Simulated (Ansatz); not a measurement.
Input of an Ansatz 0.2.0 run:

input.yaml

```yaml
crystal:
  lattice:
    - [5.605, 0.0, 0.0]
    - [0.0, 5.605, 0.0]
    - [0.0, 0.0, 5.605]
  atoms:
    - { symbol: Pb, position: [0.5, 0.5, 0.5] }
    - { symbol: Cs, position: [0.0, 0.0, 0.0] }
    - { symbol: Cl, position: [0.5, 0.0, 0.5] }
    - { symbol: Cl, position: [0.0, 0.5, 0.5] }
    - { symbol: Cl, position: [0.5, 0.5, 0.0] }
hamiltonian:
  xc: pbesol
  pseudopotentials: { kind: paw }
kpoints:
  mp_grid: { grid: [5, 5, 5] }
scf:
  occupations: { method: fermi_dirac, width: 0.05 }
output:
  forces: true
  stress: true
  eigenvalues: true
  write_density: true
  write_potential: true
  elf: true
  volumetric_format: npy
relax:
  f_tol: 0.01
  max_steps: 40
  cell: { stress_tol: 0.05, p_target: 20.0 }
```

Potentials or basis: Ansatz PAW.

Launch:

```console
$ ansatz run input.yaml --threads 2 --pin off --max-ram 5632MiB --backend cpu --events-out ev --progress --plain --runs-dir out
```

Question: What does it give for the relaxed cell?

Answer: a = 4.989 Å, b = 4.989 Å, c = 4.989 Å, α = 90.00°, β = 90.00°, γ = 90.00°.

Question: Estimate the space group after relaxing (to 0.05 Å).

Answer: Pm-3m (No. 221).

Question: Estimate the relaxed volume.

Answer: 24.83 Å³/atom.

Final structure:
```yaml
crystal:
  lattice:
    - [4.98867, 0.00000, 0.00000]
    - [0.00000, 4.98867, 0.00000]
    - [0.00000, 0.00000, 4.98867]
  atoms:
    - { symbol: Pb, position: [0.50000, 0.50000, 0.50000] }
    - { symbol: Cs, position: [0.00000, 0.00000, 0.00000] }
    - { symbol: Cl, position: [0.50000, 0.00000, 0.50000] }
    - { symbol: Cl, position: [0.00000, 0.50000, 0.50000] }
    - { symbol: Cl, position: [0.50000, 0.50000, 0.00000] }
```

Caveat: the volume moved by over 15 % at a fixed basis, so the end points are rough; odd divisions of the mesh miss points on the zone boundary, where band edges often lie, so the gap on the mesh can be too wide; spin-orbit coupling is left out, which as a rule narrows the gap of such compounds by several tenths of an eV; the PAW data sets come from PBE, with cores solved anew for the run's functional, which leaves a small shift of forces and pressure.
